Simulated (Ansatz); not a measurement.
# Mo (Im-3m) in Ansatz: a series of runs, part 2 of 2

Ansatz 0.2.0. Earlier steps stand in the parts before.

### Step 4. Relaxation of cell and atoms, PBEsol

input.yaml

```yaml
crystal:
  lattice:
    - [-1.5838089719, 1.5838089719, 1.5838089719]
    - [1.5838089719, -1.5838089719, 1.5838089719]
    - [1.5838089719, 1.5838089719, -1.5838089719]
  atoms:
    - { symbol: Mo, position: [0.0, 0.0, 0.0] }
hamiltonian:
  xc: pbesol
  pseudopotentials: { kind: paw }
kpoints:
  mp_grid: { grid: [12, 12, 12] }
scf:
  occupations: { method: fermi_dirac, width: 0.05 }
output:
  forces: true
  stress: true
  eigenvalues: true
relax:
  f_tol: 0.01
  max_steps: 40
  cell: { stress_tol: 0.05 }
```

Command:

```sh
ansatz run input.yaml --threads 2 --pin off --max-ram 5632MiB --backend cpu --events-out ev --progress --plain --runs-dir out
```

Run time: 2.3 s. Hardware: 2 threads of Arm Neoverse V2, shared host; peak memory 0.27 GiB.

Results (log left out):

* Free energy: -4897.4865 eV
* Relaxed volume: 15.32 Å³/atom
* Relaxed cell: a = 2.710 Å, b = 2.710 Å, c = 2.710 Å, α = 109.47°, β = 109.47°, γ = 109.47°
* Space group after relaxing (to 0.05 Å): Im-3m (No. 229)
* Energy gained by relaxing: 17.7 meV/atom
* Ionic steps: 4
* Pressure after relaxing: 0.0 GPa
* Band gap on the k mesh: none (metal or under the smearing width)

Step by step:
| step | energy change (eV) | largest force (eV/Å) | volume (Å³) |
| --- | --- | --- | --- |
| 1 | 0.0000 | 0.0000 | 15.89 |
| 2 | -0.0175 | 0.0000 | 15.39 |
| 3 | -0.0178 | 0.0000 | 15.32 |
| 4 | -0.0177 | 0.0000 | 15.32 |

Final structure:
```
Mo
1.0
    -1.56453    1.56453    1.56453
     1.56453   -1.56453    1.56453
     1.56453    1.56453   -1.56453
Mo
1
Direct
  0.00000 0.00000 0.00000
```

Levels at points of the mesh, in eV from the Fermi level:
```
              k point  band 3  band 4  band 5  band 6  band 7  band 8  band 9  band 10  band 11
   (0.00, 0.00, 0.00)  -34.37  -34.37   -7.28   -1.34   -1.34   -1.34    1.74     1.74    14.75
  (0.00, 0.00, -0.50)  -34.85  -34.39   -5.41   -3.45    1.74    1.79    2.43     4.98    11.97
(-0.50, -0.50, -0.50)  -35.40  -35.40   -5.56   -5.56    4.18    4.18    4.18     9.22     9.22
```

Caveat: the plane-wave basis is chosen anew once the cell has moved, so the energies of steps on either side of that aren't comparable; the PAW data sets come from PBE, with cores solved anew for the run's functional, which leaves a small shift of forces and pressure.

### Step 5. Relaxation of cell and atoms, RPBE

input.yaml, as its differences from that of step 4:

```diff
@@ -8,3 +8,3 @@
 hamiltonian:
-  xc: pbesol
+  xc: rpbe
   pseudopotentials: { kind: paw }
```

Potentials or basis: Ansatz PAW.

Command:

```sh
ansatz run input.yaml --threads 2 --pin off --max-ram 5632MiB --backend cpu --events-out ev --progress --plain --runs-dir out
```

What it wrote:

```text
Warning: RAYON_NUM_THREADS=2 ignored (pool sized by the plan → 2); use --threads N
Engine: ansatz 0.2.0, aarch64-unknown-linux-gnu
Pseudopotentials: kind: paw
Pseudopotential: Mo, paw, valence charge 14, recommended cutoff 420 eV (normal), Mo.paw.azcp
Functional definition: RPBE
  parameter kappa = 0.804
  parameter beta = 0.06672455060314922
  exchange = rpbe_x(kappa = kappa, mu = beta*pi^2/3)
  correlation = pbe_c(beta = beta)
Crystal: 1 atoms, lattice volume = 15.892 Å³
Basis set: ecut = 420 eV, 321 PW (Γ), exchange–correlation on 40×40×40 points (8 copies of the dense FFT grid, shifted against one another)
Bands: 11, of which v1, the nominal top of the filled ones, is band 7 counted from 1 (6 counted from 0)
Symmetry: 48 space group operations
Space group: Im-3m (ITA 229), of the structure as read, at distance tolerance 2.5e-5 Å
k-points: 72 of 1728
Non-local potential: Mo, projectors of the file, l = 0: 3, l = 1: 2, l = 2: 2, l = 3: 1
[... 68 lines left out ...]
  E_core_change = -0.091083  (= ΣΔE_core)
  E_smearing   = -0.002616  (= −TS)
  E_closure    = 0.000000  (closes the sum)
  Σ components = -4963.044508   (vs F -4963.044508, Δ=0.00e0)
--- Forces (eV/Å), atoms counted from 1 ---
  atom   1  Mo    -0.00000000     0.00000000     0.00000000
  max |Σ_I F_I| component: 6.37e-32 eV/Å
--- Stress (GPa, compression-positive) ---
       -0.034273       0.000000       0.000000
        0.000000      -0.034273       0.000000
       -0.000000      -0.000000      -0.034273
  P = ⅓ Tr σ = -0.0343 GPa (-0.343 kbar)
--- Band table (eV; the first three rows and the last of 72) ---
  k-point 0: bands = ["-40.6689", "-13.9805", "-13.9805", "-13.9805", "13.4885", "19.3060", "19.3060", "19.3060", "22.2517", "22.2517", "35.2814"]
  k-point 1: bands = ["-40.6531", "-14.0733", "-14.0093", "-13.9811", "13.7843", "19.1422", "19.2755", "19.5845", "22.0246", "22.2576", "35.4876"]
  k-point 2: bands = ["-40.6096", "-14.3222", "-14.0872", "-13.9829", "14.5691", "18.7248", "19.1318", "20.3931", "21.7020", "22.2969", "35.7676"]
  k-point 71: bands = ["-40.2582", "-14.8790", "-14.8790", "-14.8790", "15.3711", "15.3711", "24.4622", "24.4622", "24.4622", "29.5147", "29.5147"]
--- Relaxed structure (3 steps of the walk, 2 accepted, 1 SCFs on fresh bases) ---
  F+E_penalty+E_count = -4963.04450832 eV   max|allowed force component| = 0.000e0 eV/Å   (the final SCF, on the basis selected at the relaxed cell)
  cell:  # Å, volume = 15.9926 Å³
    - [-1.5871560671443432, 1.5871560671443432, 1.5871560671443432]
    - [1.5871560671443432, -1.5871560671443432, 1.5871560671443432]
    - [1.5871560671443432, 1.5871560671443432, -1.5871560671443432]
  atoms:
    - { symbol: Mo, position: [0.0, 0.0, 0.0] }
```

It took 1.9 s on 2 threads of Arm Neoverse V2, shared host; peak memory 0.27 GiB.

What came out:

| Property | Result |
| --- | --- |
| Free energy | -4963.0445 eV |
| Relaxed volume | 15.99 Å³/atom |
| Relaxed cell | a = 2.749 Å, b = 2.749 Å, c = 2.749 Å, α = 109.47°, β = 109.47°, γ = 109.47° |
| Space group after relaxing (to 0.05 Å) | Im-3m (No. 229) |
| Energy gained by relaxing | 0.5 meV/atom |
| Ionic steps | 3 |
| Pressure after relaxing | 0.0 GPa |
| Band gap on the k mesh | none (metal or under the smearing width) |

Step by step:
| step | energy change (eV) | largest force (eV/Å) | volume (Å³) |
| --- | --- | --- | --- |
| 1 | 0.0000 | 0.0000 | 15.89 |
| 2 | -0.0004 | 0.0000 | 15.99 |
| 3 | -0.0005 | 0.0000 | 15.99 |

Final structure:
```
Mo
1.0
    -1.58716    1.58716    1.58716
     1.58716   -1.58716    1.58716
     1.58716    1.58716   -1.58716
Mo
1
Direct
  0.00000 0.00000 0.00000
```

Caveat: the plane-wave basis is chosen anew once the cell has moved, so the energies of steps on either side of that aren't comparable; the PAW data sets come from PBE, with cores solved anew for the run's functional, which leaves a small shift of forces and pressure.

### Step 6. Relaxation of cell and atoms, revPBE

input.yaml, as its differences from that of step 5:

```diff
@@ -8,3 +8,3 @@
 hamiltonian:
-  xc: rpbe
+  xc: revpbe
   pseudopotentials: { kind: paw }
@@ -18,2 +18,6 @@
   eigenvalues: true
+  write_density: true
+  write_potential: true
+  elf: true
+  volumetric_format: npy
 relax:
```

Potentials or basis: Ansatz PAW.

Command:

```sh
ansatz run input.yaml --threads 2 --pin off --max-ram 5632MiB --backend cpu --events-out ev --progress --plain --runs-dir out
```

What it wrote:

```text
Warning: RAYON_NUM_THREADS=2 ignored (pool sized by the plan → 2); use --threads N
[... 3 set-up lines as earlier in the session ...]
Functional definition: revPBE
  parameter kappa = 1.245
[... 3 set-up lines as earlier in the session ...]
Crystal: 1 atoms, lattice volume = 15.892 Å³
Basis set: ecut = 420 eV, 321 PW (Γ), exchange–correlation on 40×40×40 points (8 copies of the dense FFT grid, shifted against one another)
Bands: 11, of which v1, the nominal top of the filled ones, is band 7 counted from 1 (6 counted from 0)
[... 2 set-up lines as earlier in the session ...]
k-points: 72 of 1728
[... 6 set-up lines as earlier in the session ...]
Functional: x = revpbe(κ = 1.245, μ = 0.2195149727645171), c = pbe(β = 0.06672455060314922)
SCF iter   1: F=—  HF=-4961.024600 eV  |F-HF|=—  |Δ(HF+E_count)|=         —  Δρ=1.90e-3  dr2=3.02e-4  ethr=1.77e-3  ⟨swp⟩=5.1  Hψ=4632  notcnv=0
preconditioner: auto → none  [metal: Δε(μ)=0.065 eV  Ē_g=8.198 eV  σ=0.050 eV  W_gap=0.31  n_scr=0 (ndim 8)  ℏωp=22.8 eV  f_vac=0.000  D(μ)=0.33/eV (n_scr^D=0)]
[... 47 lines left out ...]
--- Per-component energies (eV) ---
  E_band       = -60.343899
  E_kinetic    = 440.207560
  E_local      = -796.719002  (includes V_loc(G=0)·N_el)
  E_nonlocal   = 141.819641
  E_hartree    = 263.184141
  E_xc         = -183.506501
  E_vxc        = -228.822216  (∫ρ·V_xc dr)
  E_paw        = -3205.963782  (= ΣΔE_a)
  E_vpaw       = -143.198271  (= ΣTr[D̂ρ^β])
  E_aug_tail   = 0.000045  (compensation charges beyond the density's cutoff)
  E_ewald      = -1619.978708
  E_core_change = -0.065588  (= ΣΔE_core)
  E_smearing   = -0.002591  (= −TS)
  E_closure    = 0.000000  (closes the sum)
  Σ components = -4961.024784   (vs F -4961.024784, Δ=0.00e0)
--- Forces (eV/Å), atoms counted from 1 ---
  atom   1  Mo    -0.00000000    -0.00000000     0.00000000
  max |Σ_I F_I| component: 8.83e-32 eV/Å
--- Stress (GPa, compression-positive) ---
       -0.005102       0.000000       0.000000
        0.000000      -0.005102      -0.000000
       -0.000000      -0.000000      -0.005102
  P = ⅓ Tr σ = -0.0051 GPa (-0.051 kbar)
--- Band table (eV; the first three rows and the last of 72) ---
  k-point 0: bands = ["-40.5907", "-13.8936", "-13.8936", "-13.8936", "13.5449", "19.3725", "19.3725", "19.3725", "22.3304", "22.3304", "35.3625"]
  k-point 1: bands = ["-40.5746", "-13.9876", "-13.9227", "-13.8942", "13.8421", "19.2075", "19.3417", "19.6525", "22.1016", "22.3363", "35.5705"]
  k-point 2: bands = ["-40.5305", "-14.2399", "-14.0016", "-13.8960", "14.6298", "18.7876", "19.1972", "20.4659", "21.7773", "22.3758", "35.8559"]
  k-point 71: bands = ["-40.1733", "-14.8034", "-14.8034", "-14.8034", "15.4134", "15.4134", "24.5614", "24.5614", "24.5614", "29.6146", "29.6146"]
--- Relaxed structure (3 steps of the walk, 2 accepted, 1 SCFs on fresh bases) ---
  F+E_penalty+E_count = -4961.02478378 eV   max|allowed force component| = 0.000e0 eV/Å   (the final SCF, on the basis selected at the relaxed cell)
  cell:  # Å, volume = 15.9296 Å³
    - [-1.5850701557473277, 1.5850701557473277, 1.5850701557473277]
    - [1.5850701557473277, -1.5850701557473277, 1.5850701557473277]
    - [1.5850701557473277, 1.5850701557473277, -1.5850701557473277]
  atoms:
    - { symbol: Mo, position: [0.0, 0.0, 0.0] }
```

v_z.tsv:

```text
# z_ang	v_es[eV]	v_tot[eV]
# format = ansatz-planar-average/11
# xc	revpbe
# density_cutoff_ev	1680
# datasets	Mo=:simpson_from_first_knot:soft:shift=242755
# lattice	-1.585070156	1.585070156	1.585070156
# lattice	1.585070156	-1.585070156	1.585070156
# lattice	1.585070156	1.585070156	-1.585070156
# sites	1
# site	42	0.000000000	0.000000000	0.000000000
0.000000	-2.647085e0	-1.807631e1
0.137271	-2.122151e0	-1.745408e1
0.274542	-5.944434e-1	-1.562929e1
0.411813	1.799353e0	-1.274101e1
0.549084	4.841879e0	-9.035873e0
0.686356	8.238471e0	-4.871428e0
[... 12 lines left out ...]
2.470880	-5.944434e-1	-1.562929e1
2.608151	-2.122151e0	-1.745408e1
```

It took 1.9 s on 2 threads of Arm Neoverse V2, shared host; peak memory 0.27 GiB.

Results:

```
Free energy                            : -4961.0248 eV
Relaxed volume                         : 15.93 Å³/atom
Relaxed cell                           : a = 2.745 Å, b = 2.745 Å, c = 2.745 Å, α = 109.47°, β = 109.47°, γ = 109.47°
Space group after relaxing (to 0.05 Å) : Im-3m (No. 229)
Energy gained by relaxing              : 0.1 meV/atom
Ionic steps                            : 3
Pressure after relaxing                : 0.0 GPa
Band gap on the k mesh                 : none (metal or under the smearing width)
```

Final structure:
```
Mo
1.0
    -1.58507    1.58507    1.58507
     1.58507   -1.58507    1.58507
     1.58507    1.58507   -1.58507
Mo
1
Direct
  0.00000 0.00000 0.00000
```

Caveat: the plane-wave basis is chosen anew once the cell has moved, so the energies of steps on either side of that aren't comparable; the PAW data sets come from PBE, with cores solved anew for the run's functional, which leaves a small shift of forces and pressure.

### Step 7. The runs side by side

```csv
level,gap on the mesh (eV),pressure (GPa),relaxed volume (Å³/atom)
LDA,none,0.0,15.06
PBE,none,0.0,15.78
PBEsol,none,0.0,15.32
RPBE,none,0.0,15.99
revPBE,none,0.0,15.93
```

Alike in all rows: task relaxation of cell and atoms; potentials or basis Ansatz PAW; no spin polarisation; cell relaxed; k mesh 12 × 12 × 12; cutoff (eV) 420; smearing fermi-dirac 0.05 eV.

Caveats: the plane-wave basis is chosen anew once the cell has moved, so the energies of steps on either side of that aren't comparable; the PAW data sets come from PBE, with cores solved anew for the run's functional, which leaves a small shift of forces and pressure (some runs).

Total energies depend on the potentials used, so only differences within one code and one set of settings carry meaning.
